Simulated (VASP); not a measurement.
# CoSi (P2_13) in VASP: a series of runs

One crystal, CoSi, is run at these levels: PBE; tasks: relaxation of cell and atoms.

Everything below comes from runs of VASP 6.6.1. Logs are shortened: lines on timing, memory, paths and dates and some standing lists are left out, and cuts for length are marked.

## (1) Starting point

It takes space group P2_13 (No. 198, cubic). Conventional cell: a = 4.438 Å, b = 4.438 Å, c = 4.438 Å, α = 90.00°, β = 90.00°, γ = 90.00°. Co (site symmetry 3) has 7 Si at 2.28 to 2.47 Å as nearest neighbours. Si (site symmetry 3) has 7 Co at 2.28 to 2.47 Å as nearest neighbours.

## (2) Relaxation of cell and atoms, PBE, collinear spin, ferromagnetic start

INCAR

```
PREC = Accurate
ENCUT = 520
EDIFF = 1E-6
ISMEAR = 0
SIGMA = 0.1
LREAL = False
LASPH = True
NELM = 120
ALGO = Normal
ISIF = 3
LWAVE = False
LCHARG = False
ISPIN = 2
MAGMOM = 2 2 2 2 0 0 0 0
LORBIT = 11
LMAXMIX = 4
GGA = PE
IBRION = 2
NSW = 90
EDIFFG = -0.01
KPAR = 4
```

KPOINTS

```
Automatic mesh
0
Gamma
  8 8 8
```

POSCAR

```
CoSi
1.0
    4.4380002000      0.0000000000      0.0000000000
    0.0000000000      4.4380002000      0.0000000000
    0.0000000000      0.0000000000      4.4380002000
Co Si
4 4
Direct
    0.1399999900      0.1399999900      0.1399999900
    0.3600000100      0.8600000100      0.6399999900
    0.6399999900      0.3600000100      0.8600000100
    0.8600000100      0.6399999900      0.3600000100
    0.8429999900      0.8429999900      0.8429999900
    0.6570000100      0.1570000100      0.3429999900
    0.3429999900      0.6570000100      0.1570000100
    0.1570000100      0.3429999900      0.6570000100
```

Potentials or basis: VASP PAW PBE potentials, release 64 (Co, Si).

On the command line:

```bash
$ cat potpaw_PBE.64/Co/POTCAR potpaw_PBE.64/Si/POTCAR > POTCAR
$ mpirun -np 4 vasp_std > vasp.out
```

OUTCAR:

```text
PREC = Accurate
   ENCUT = 520
   EDIFF = 1E-6
   ISMEAR = 0
   LREAL = False
   LASPH = True
   NELM = 120
   ISIF = 3
   ISPIN = 2
   LORBIT = 11
   GGA = PE
   IBRION = 2
   NSW = 90
   EDIFFG = -0.01

 ion  position               nearest neighbor table
   1  0.140  0.140  0.140-   5 2.28   6 2.33   7 2.33   8 2.33   7 2.47   8 2.47   6 2.47   3 2.72
                             4 2.72   2 2.72   2 2.72   4 2.72   3 2.72
   2  0.360  0.860  0.640-   6 2.28   5 2.33   7 2.33   8 2.33   7 2.47   8 2.47   5 2.47   1 2.72
                             1 2.72   3 2.72   3 2.72   4 2.72   4 2.72
   3  0.640  0.360  0.860-   7 2.28   6 2.33   5 2.33   8 2.33   8 2.47   6 2.47   5 2.47   1 2.72
                             4 2.72   2 2.72   2 2.72   4 2.72   1 2.72
   4  0.860  0.640  0.360-   8 2.28   6 2.33   7 2.33   5 2.33   6 2.47   5 2.47   7 2.47   1 2.72
                             3 2.72   2 2.72   1 2.72   2 2.72   3 2.72
   5  0.843  0.843  0.843-   1 2.28   2 2.33   3 2.33   4 2.33   3 2.47   4 2.47   2 2.47   6 2.75
                             7 2.75   8 2.75   6 2.75   8 2.75   7 2.75
   6  0.657  0.157  0.343-   2 2.28   1 2.33   3 2.33   4 2.33   3 2.47   4 2.47   1 2.47   8 2.75
                             5 2.75   5 2.75   7 2.75   7 2.75   8 2.75
   7  0.343  0.657  0.157-   3 2.28   2 2.33   1 2.33   4 2.33   4 2.47   2 2.47   1 2.47   8 2.75
                             5 2.75   8 2.75   6 2.75   6 2.75   5 2.75
   8  0.157  0.343  0.657-   4 2.28   2 2.33   3 2.33   1 2.33   2 2.47   1 2.47   3 2.47   7 2.75
                             5 2.75   7 2.75   5 2.75   6 2.75   6 2.75

  LATTYP: Found a simple cubic cell.
 ALAT       =     4.4380002000

  Lattice vectors:

 A1 = (   4.4380002000,   0.0000000000,   0.0000000000)
 A2 = (   0.0000000000,   4.4380002000,   0.0000000000)
 A3 = (   0.0000000000,   0.0000000000,   4.4380002000)

Analysis of symmetry for initial positions (statically):
=====================================================================
 Subroutine PRICEL returns:
 Original cell was already a primitive cell.

 Routine SETGRP: Setting up the symmetry group for a
 simple cubic supercell.

 Subroutine GETGRP returns: Found 12 space group operations
 (whereof  3 operations were pure point group operations)
 out of a pool of 48 trial point group operations.

The static configuration has the point symmetry C_3 .
 The point group associated with its full space group is T   .

Analysis of symmetry for dynamics (positions and initial velocities):
=====================================================================
 Subroutine PRICEL returns:
 Original cell was already a primitive cell.

 Routine SETGRP: Setting up the symmetry group for a
 simple cubic supercell.

 Subroutine GETGRP returns: Found 12 space group operations
 (whereof  3 operations were pure point group operations)
 out of a pool of 48 trial point group operations.

The dynamic configuration has the point symmetry C_3 .
 The point group associated with its full space group is T   .

Analysis of structural, dynamic, and magnetic symmetry:
=====================================================================
 Subroutine PRICEL returns:
 Original cell was already a primitive cell.

 Routine SETGRP: Setting up the symmetry group for a
 simple cubic supercell.

 Subroutine GETGRP returns: Found 12 space group operations
 (whereof  3 operations were pure point group operations)
 out of a pool of 48 trial point group operations.

The overall configuration has the point symmetry C_3 .
 The point group associated with its full space group is T   .

 Subroutine INISYM returns: Found 12 space group operations
 (whereof  3 operations are pure point group operations),
 and found     1 'primitive' translations

----------------------------------------------------------------------------------------

                                     Primitive cell

  volume of cell :      87.4102

  direct lattice vectors                    reciprocal lattice vectors
     4.438000200  0.000000000  0.000000000     0.225326714  0.000000000  0.000000000
     0.000000000  4.438000200  0.000000000     0.000000000  0.225326714  0.000000000
     0.000000000  0.000000000  4.438000200     0.000000000  0.000000000  0.225326714

  length of vectors
     4.438000200  4.438000200  4.438000200     0.225326714  0.225326714  0.225326714

  position of ions in fractional coordinates (direct lattice)
     0.139999990  0.139999990  0.139999990
     0.360000010  0.860000010  0.639999990
     0.639999990  0.360000010  0.860000010
     0.860000010  0.639999990  0.360000010
     0.842999990  0.842999990  0.842999990
     0.657000010  0.157000010  0.342999990
     0.342999990  0.657000010  0.157000010
     0.157000010  0.342999990  0.657000010

  ion indices of the primitive-cell ions
   primitive index   ion index
                 1           1
                 2           2
                 3           3
[... 82 lines left out ...]
     AMIX_MAG =   1.60;   BMIX_MAG =  1.00
  volume/ion in A,a.u.               =      10.93        73.73
  Fermi-wavevector in a.u.,A,eV,Ry     =   1.376856  2.601881 25.793018  1.895733
  Thomas-Fermi vector in A             =   2.502063
   LORBIT       =     11    0 simple, 1 ext, 2 COOP (PROOUT), +10 PAW based schemes
   GGA     = PE    functional components
   LHFCALC =     F    Hartree Fock is set to
   AEXX    =    0.0000 exact exchange contribution
   IVDW    =     0    specifies the selected vdW correction
   LEPSILON=     F    determine dielectric tensor
   LRPA    =     F    only Hartree local field effects (RPA)
 conjugate gradient relaxation of ions
 spin polarized calculation
 Gauss-broadening in eV      SIGMA  =   0.10
  energy-cutoff  :      520.00
  volume of cell :       87.41
 maximum number of plane-waves:      2375
 NGX is ok and might be reduce to    36
   NGX = 17   NGY = 17   NGZ = 17

--------------------------------------- Ionic step        1  -------------------------------------------

 number of electron      51.9999992 magnetization       0.0334126

 number of electron      51.9999992 magnetization      -0.0009960

 Free energy of the ion-electron system (eV)
  ---------------------------------------------------
  ext. energy  EPLUGINS =         0.00000000
  ---------------------------------------------------
  free energy    TOTEN  =       -54.72945153 eV

  energy without entropy =      -54.72224998  energy(sigma->0) =      -54.72585076

------------------------ aborting loop because EDIFF is reached ----------------------------------------

  FORCE on cell =-STRESS in cart. coord.  units (eV):
  Direction    XX          YY          ZZ          XY          YZ          ZX
  --------------------------------------------------------------------------------------
  -------------------------------------------------------------------------------------
  Total       -0.1948507     -0.1948507     -0.1948507     -0.0000000      0.0000000      0.0000000
  in kB       -3.5715003     -3.5715003     -3.5715003     -0.0000000      0.0000000      0.0000000
  external PRESSURE =      -3.5715003 kB  Pullay stress =       0.0000000 kB
[... 295 lines left out ...]
 number of electron      52.0000003 magnetization       0.0000001

 number of electron      52.0000003 magnetization      -0.0000002

 Free energy of the ion-electron system (eV)
  ---------------------------------------------------
  ext. energy  EPLUGINS =         0.00000000
  ---------------------------------------------------
  free energy    TOTEN  =       -54.75151677 eV

  energy without entropy =      -54.74466806  energy(sigma->0) =      -54.74809242

 E-fermi :  12.1314     XC(G=0): -12.8704

 val. band max:       12.1121484174   @ k =   0.5000   0.5000   0.3750
 cond. band min:      12.2507508731   @ k =   0.3750   0.3750   0.3750
 fundamental gap:      0.1386024557
 Fermi energy:        12.1313617776

 spin component 1

 k-point     1 :       0.0000    0.0000    0.0000
  band No.  band energies     occupation
      1      -1.5596      1.00000
      2       3.9367      1.00000
      3       3.9367      1.00000
      4       3.9367      1.00000
      5       6.6372      1.00000
      6       6.6372      1.00000
[... 901 lines left out ...]
     34      16.4191      0.00000
     35      16.9565      0.00000

 [... further k-points ...]

 spin component 2

 k-point     1 :       0.0000    0.0000    0.0000
  band No.  band energies     occupation
      1      -1.5596      1.00000
      2       3.9367      1.00000
      3       3.9367      1.00000
      4       3.9367      1.00000
      5       6.6372      1.00000
      6       6.6372      1.00000
[... 901 lines left out ...]
     34      16.4191      0.00000
     35      16.9565      0.00000

 [... further k-points ...]

------------------------ aborting loop because EDIFF is reached ----------------------------------------

  FORCE on cell =-STRESS in cart. coord.  units (eV):
  Direction    XX          YY          ZZ          XY          YZ          ZX
  --------------------------------------------------------------------------------------
  -------------------------------------------------------------------------------------
  Total       -0.0329584     -0.0329584     -0.0329584      0.0000000      0.0000000      0.0000000
  in kB       -0.6074511     -0.6074511     -0.6074511      0.0000000      0.0000000      0.0000000
  external PRESSURE =      -0.6074511 kB  Pullay stress =       0.0000000 kB
[... 23 lines left out ...]
  FREE ENERGIE OF THE ION-ELECTRON SYSTEM (eV)
  ---------------------------------------------------
  free  energy   TOTEN  =       -54.7515167732 eV

  energy  without entropy=      -54.7446680582  energy(sigma->0) =      -54.74809242

 reached required accuracy - stopping structural energy minimisation

 total charge

# of ion       s       p       d       tot
------------------------------------------
    1        0.437   0.618   7.565   8.620
    2        0.437   0.618   7.565   8.620
    3        0.437   0.618   7.565   8.620
    4        0.437   0.618   7.565   8.620
    5        0.725   0.884   0.000   1.609
    6        0.725   0.884   0.000   1.609
    7        0.725   0.884   0.000   1.609
    8        0.725   0.884   0.000   1.609
--------------------------------------------------
tot          4.646   6.008  30.261  40.915

 magnetization (x)

# of ion       s       p       d       tot
------------------------------------------
    1        0.000   0.000   0.000   0.000
    2        0.000   0.000   0.000   0.000
    3        0.000   0.000   0.000   0.000
    4        0.000   0.000   0.000   0.000
    5       -0.000  -0.000   0.000  -0.000
    6       -0.000  -0.000   0.000  -0.000
    7       -0.000  -0.000   0.000  -0.000
    8       -0.000  -0.000   0.000  -0.000
--------------------------------------------------
tot          0.000   0.000   0.000   0.000
```

It took 4.5 min on 4 MPI ranks of Intel Xeon 6975P-C (Granite Rapids), shared host; peak memory 0.37 GiB.

What came out:

```
Free energy                                           : -54.7515 eV
Relaxed volume                                        : 10.87 Å³/atom
Relaxed cell                                          : a = 4.430 Å, b = 4.430 Å, c = 4.430 Å, α = 90.00°, β = 90.00°, γ = 90.00°
Space group after relaxing (to 0.05 Å)                : P2_13 (No. 198)
Energy gained by relaxing                             : 2.8 meV/atom
Ionic steps                                           : 8
Pressure after relaxing                               : -0.1 GPa
Largest force after relaxing                          : 0.005 eV/Å
Band gap on the k mesh                                : none (metal or under the smearing width)
Net moment                                            : 0.00 μB per cell
Valence electrons inside the program's atomic spheres : Co 8.62; Si 1.61
```

Forces on the atoms (eV/Å):
```
Co  -0.003 -0.003 -0.003
Co   0.003  0.003 -0.003
Co  -0.003  0.003  0.003
Co   0.003 -0.003  0.003
Si   0.002  0.002  0.002
Si  -0.002 -0.002  0.002
Si   0.002 -0.002 -0.002
Si  -0.002  0.002 -0.002
```

Step by step:
| step | energy change (eV) | largest force (eV/Å) | pressure (GPa) | volume (Å³) |
| --- | --- | --- | --- | --- |
| 1 | 0.0000 | 0.2712 | -0.36 | 87.41 |
| 2 | -0.0123 | 0.1857 | 0.12 | 87.10 |
| 3 | -0.0196 | 0.0863 | 1.02 | 86.60 |
| 4 | -0.0179 | 0.0678 | -1.69 | 87.55 |
| 5 | -0.0215 | 0.0583 | -0.08 | 87.00 |
| 6 | -0.0215 | 0.0578 | -0.12 | 87.00 |
| 7 | -0.0220 | 0.0114 | 0.02 | 86.94 |
| 8 | -0.0221 | 0.0046 | -0.06 | 86.93 |

Final structure:
```
Co Si
1.0
     4.42984    0.00000    0.00000
     0.00000    4.42984    0.00000
     0.00000    0.00000    4.42984
Co Si
4 4
Direct
  0.14516 0.14516 0.14516
  0.35484 0.85484 0.64516
  0.64516 0.35484 0.85484
  0.85484 0.64516 0.35484
  0.84318 0.84318 0.84318
  0.65682 0.15682 0.34318
  0.34318 0.65682 0.15682
  0.15682 0.34318 0.65682
```

Levels at points of the mesh, in eV from the Fermi level:
Spin up:
```csv
k point,band 23,band 24,band 25,band 26,band 27,band 28,band 29,band 30
"(0.00, 0.00, 0.00)",-0.79,-0.79,-0.02,-0.02,-0.02,2.48,2.48,2.48
"(0.50, 0.00, 0.00)",-0.66,-0.66,-0.50,-0.50,0.99,0.99,1.47,1.47
"(0.50, 0.50, 0.00)",-1.01,-1.01,-0.05,-0.05,0.57,0.57,1.99,1.99
"(0.50, 0.50, 0.50)",-1.23,-1.23,-0.23,-0.23,-0.23,-0.23,5.40,5.40
```
Spin down:
```
           k point  band 22  band 23  band 24  band 25  band 26  band 27  band 28  band 29  band 30  band 31
(0.00, 0.00, 0.00)    -0.92    -0.79    -0.79    -0.02    -0.02    -0.02     2.48     2.48     2.48     2.90
(0.50, 0.00, 0.00)    -1.05    -0.66    -0.66    -0.50    -0.50     0.99     0.99     1.47     1.47     4.26
(0.50, 0.50, 0.00)    -1.50    -1.01    -1.01    -0.05    -0.05     0.57     0.57     1.99     1.99     2.50
(0.50, 0.50, 0.50)    -1.23    -1.23    -1.23    -0.23    -0.23    -0.23    -0.23     5.40     5.40     5.40
```

Caveat: the starting moments collapsed, and a magnetic state may lie lower.

## (3) Relaxation of cell and atoms, PBE, collinear spin, ferromagnetic start

This run uses another cell than the first one, of 10.87 Å³/atom, 0.994 times its volume.

INCAR, as its differences from that of step 2:

```diff
@@ -2,3 +2,3 @@
 ENCUT = 520
-EDIFF = 1E-6
+EDIFF = 1E-7
 ISMEAR = 0
@@ -18,4 +18,5 @@
 IBRION = 2
-NSW = 90
-EDIFFG = -0.01
+NSW = 60
+EDIFFG = -0.005
+POTIM = 0.3
 KPAR = 4
```

KPOINTS is that of step 2.

POSCAR

```
CoSi                                    
1.0
    4.4298441134      0.0000000000      0.0000000000
    0.0000000000      4.4298441134     -0.0000000000
   -0.0000000000      0.0000000000      4.4298441134
  Co              Si            
     4     4
Direct
     0.1451564727087223    0.1451564727087223    0.1451564727087223
     0.3548435272912777    0.8548435272912775    0.6451564727087225
     0.6451564727087225    0.3548435272912777    0.8548435272912775
     0.8548435272912775    0.6451564727087225    0.3548435272912777
     0.8431796147567024    0.8431796147567024    0.8431796147567024
     0.6568203852432976    0.1568203852432975    0.3431796147567024
     0.3431796147567024    0.6568203852432976    0.1568203852432975
     0.1568203852432975    0.3431796147567024    0.6568203852432976
```

Potentials or basis: VASP PAW PBE potentials, release 64 (Co, Si).

On the command line:

```bash
$ cat potpaw_PBE.64/Co/POTCAR potpaw_PBE.64/Si/POTCAR > POTCAR
$ mpirun -np 4 vasp_std > vasp.out
```

Run time: 74 s. Hardware: 4 MPI ranks of Intel Xeon 6975P-C (Granite Rapids), shared host; peak memory 0.36 GiB.

Results (log left out):

```yaml
Free_energy: -54.7515 eV
Pressure_after_relaxing: 0.0 GPa
Largest_force_after_relaxing: 0.005 eV/Å
Band_gap_on_the_k_mesh: none (metal or under the smearing width)
Net_moment: 0.00 μB per cell
Valence_electrons_inside_the_program's_atomic_spheres: Co 8.62; Si 1.61
```

Forces on the atoms (eV/Å):
```
Co  -0.003 -0.003 -0.003
Co   0.003  0.003 -0.003
Co  -0.003  0.003  0.003
Co   0.003 -0.003  0.003
Si   0.002  0.002  0.002
Si  -0.002 -0.002  0.002
Si   0.002 -0.002 -0.002
Si  -0.002  0.002 -0.002
```

Final structure:
```
CELL_PARAMETERS angstrom
4.42984 0.00000 0.00000
0.00000 4.42984 0.00000
0.00000 0.00000 4.42984
ATOMIC_POSITIONS crystal
Co 0.14516 0.14516 0.14516
Co 0.35484 0.85484 0.64516
Co 0.64516 0.35484 0.85484
Co 0.85484 0.64516 0.35484
Si 0.84318 0.84318 0.84318
Si 0.65682 0.15682 0.34318
Si 0.34318 0.65682 0.15682
Si 0.15682 0.34318 0.65682
```

Levels at points of the mesh, in eV from the Fermi level:
Spin up:
```
           k point  band 22  band 23  band 24  band 25  band 26  band 27  band 28  band 29  band 30  band 31
(0.00, 0.00, 0.00)    -0.92    -0.79    -0.79    -0.02    -0.02    -0.02     2.48     2.48     2.48     2.90
(0.50, 0.00, 0.00)    -1.05    -0.66    -0.66    -0.50    -0.50     0.99     0.99     1.47     1.47     4.26
(0.50, 0.50, 0.00)    -1.50    -1.01    -1.01    -0.05    -0.05     0.57     0.57     1.99     1.99     2.50
(0.50, 0.50, 0.50)    -1.23    -1.23    -1.23    -0.23    -0.23    -0.23    -0.23     5.40     5.40     5.40
```
Spin down:
| k point | band 23 | band 24 | band 25 | band 26 | band 27 | band 28 | band 29 | band 30 |
| --- | --- | --- | --- | --- | --- | --- | --- | --- |
| (0.00, 0.00, 0.00) | -0.79 | -0.79 | -0.02 | -0.02 | -0.02 | 2.48 | 2.48 | 2.48 |
| (0.50, 0.00, 0.00) | -0.66 | -0.66 | -0.50 | -0.50 | 0.99 | 0.99 | 1.47 | 1.47 |
| (0.50, 0.50, 0.00) | -1.01 | -1.01 | -0.05 | -0.05 | 0.57 | 0.57 | 1.99 | 1.99 |
| (0.50, 0.50, 0.50) | -1.23 | -1.23 | -0.23 | -0.23 | -0.23 | -0.23 | 5.40 | 5.40 |

Caveat: the starting moments collapsed, and a magnetic state may lie lower; the relaxation stopped at its first step, so nothing moved.
